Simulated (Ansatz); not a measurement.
**From the elastic tensor of TaN at 5 GPa (stress–strain coefficients) to moduli and sound speeds**

Level of theory: DFT LDA, scalar-relativistic, plane waves, PAW in Ansatz. Cutoff 420 eV, 18×18×8 k-points (Γ-centred), Fermi-Dirac smearing of 0.15 eV. No spin polarisation.

It takes space group P6_3/mmc (No. 194, hexagonal). Conventional cell: a = 2.860 Å, b = 2.860 Å, c = 5.794 Å, α = 90.00°, β = 90.00°, γ = 120.00°. Ta (site symmetry -3m) has 6 N at 2.20 Å as nearest neighbours. N (site symmetry -6m2) is surrounded by 6 Ta at 2.20 Å.

In a metal, frequencies and elastic constants depend on the k mesh and the smearing, soft modes and shear constants most. Spin–orbit coupling is left out, which can shift energies with elements as heavy as these. Other phases may be more stable at this pressure.

Relaxed-ion constants (GPa, on the Cartesian axes of the calculation):
C11 = 619.3, C12 = 304.8, C13 = 195.4, C22 = 619.3, C23 = 195.4, C33 = 918.2, C44 = 320.8, C55 = 320.8, C66 = 157.2 GPa; the others vanish.

Density 15.769 g/cm³; 4 atoms in 41.06 Å³.

The values that follow are for a polycrystal of randomly turned grains, by Hill's mean where one number stands.

With S = C⁻¹: B_V = (C11+C22+C33+2(C12+C13+C23))/9, G_V = (C11+C22+C33−C12−C13−C23+3(C44+C55+C66))/15, 1/B_R = S11+S22+S33+2(S12+S13+S23), 15/G_R = 4(S11+S22+S33−S12−S13−S23)+3(S44+S55+S66); Hill is their mean. Then v_l = √((B+4G/3)/ρ), v_t = √(G/ρ), v_m = [(2/v_t³+1/v_l³)/3]^(−1/3) and Θ = (ħ/k_B)·v_m·(6π²n/V)^(1/3) for n atoms in the volume V; E = 9BG/(3B+G), ν = (3B−2G)/(2(3B+G)) and A^U = 5G_V/G_R + B_V/B_R − 6.

```json
{
 "Bulk modulus, Voigt / Reuss / Hill": "394.2 / 390.2 / 392.2 GPa",
 "Shear modulus, Voigt / Reuss / Hill": "257.2 / 227.1 / 242.2 GPa",
 "Young's modulus": "602 GPa",
 "Poisson ratio": "0.244",
 "Pugh ratio B/G": "1.62",
 "Universal anisotropy index": "0.67",
 "Longitudinal and transverse sound speeds": "6734 and 3919 m/s",
 "Debye temperature from the mean sound speed": "596 K"
}
```

This form isn't the usual stable structure of the compound at low pressure.

Cost: 1 run of about 11 core-minutes, on Intel Xeon Processor @ 2.50GHz (Skylake/Cascade Lake) (shared hosts).